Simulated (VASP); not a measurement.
From VASP inputs to Ansatz: PbSe (strained rocksalt)

INCAR

```
LREAL = .FALSE.
LCHARG = .FALSE.
NSW = 0
METAGGA = R2SCAN
ALGO = Normal
LWAVE = .FALSE.
LASPH = .TRUE.
ISMEAR = 0
NELM = 120
NBANDS = 17
ISIF = 2
EDIFF = 1E-7
IBRION = -1
PREC = Accurate
ENCUT = 520
SIGMA = 0.01
```

KPOINTS

```
KPOINTS created by Atomic Simulation Environment
0
Gamma
8 8 8
0 0 0
```

KPOINTS_OPT

```
special points
7
Reciprocal
0.0000000000 0.0000000000 0.0000000000 1
0.5000000000 0.0000000000 0.5000000000 1
0.6250000000 0.2500000000 0.6250000000 1
0.3750000000 0.3750000000 0.7500000000 1
0.5000000000 0.5000000000 0.5000000000 1
0.5000000000 0.2500000000 0.7500000000 1
0.0000000000 0.0000000000 0.5000000000 1
```

POSCAR

```
Pb Se
 1.0000000000000000
     0.0000000000000000    3.0269281761000002    3.1005512111000000
     3.0269281761000002    0.0000000000000000    3.1005512111000000
     3.0269281761000002    3.0269281761000002    0.0000000000000000
 Pb  Se
   1   1
Cartesian
  0.0000000000000000  0.0000000000000000  0.0000000000000000
  3.0269281760999998  3.0269281760999998  3.1005512110999995
```

VASP ran with the recommended PBE PAW datasets (20 valence electrons in the cell).

Q: Write an Ansatz input for this cell and level of theory.

A: 

```yaml
crystal:
  lattice:
    - [0.0, 3.0269281761, 3.1005512111]
    - [3.0269281761, 0.0, 3.1005512111]
    - [3.0269281761, 3.0269281761, 0.0]
  atoms:
    - { symbol: Pb, position: [0.0, 0.0, 0.0] }
    - { symbol: Se, position: [0.5, 0.5, 0.5] }
kpoints:
  mp_grid: { grid: [8, 8, 8] }
  band_path:
    path:
      - [0.0, 0.0, 0.0]
      - [0.5, 0.0, 0.5]
      - [0.625, 0.25, 0.625]
      - [0.375, 0.375, 0.75]
      - [0.5, 0.5, 0.5]
      - [0.5, 0.25, 0.75]
      - [0.0, 0.0, 0.5]
    npoints: 1
hamiltonian:
  xc: r2scan
scf:
  occupations: { method: fixed }
  n_extra_bands: 4
output:
  forces: true
  stress: true
  eigenvalues: true
```

Other inputs would serve too.

```csv
,VASP,Ansatz
gap between bands v and c,0.53 eV,0.52 eV
least direct gap,0.53 eV,0.52 eV
pressure,2.1 GPa,2.1 GPa
```

Each program uses its own PAW datasets. VASP's cell holds 20 valence electrons and Ansatz's 30. Ansatz's stress includes a Pulay correction; VASP's doesn't.
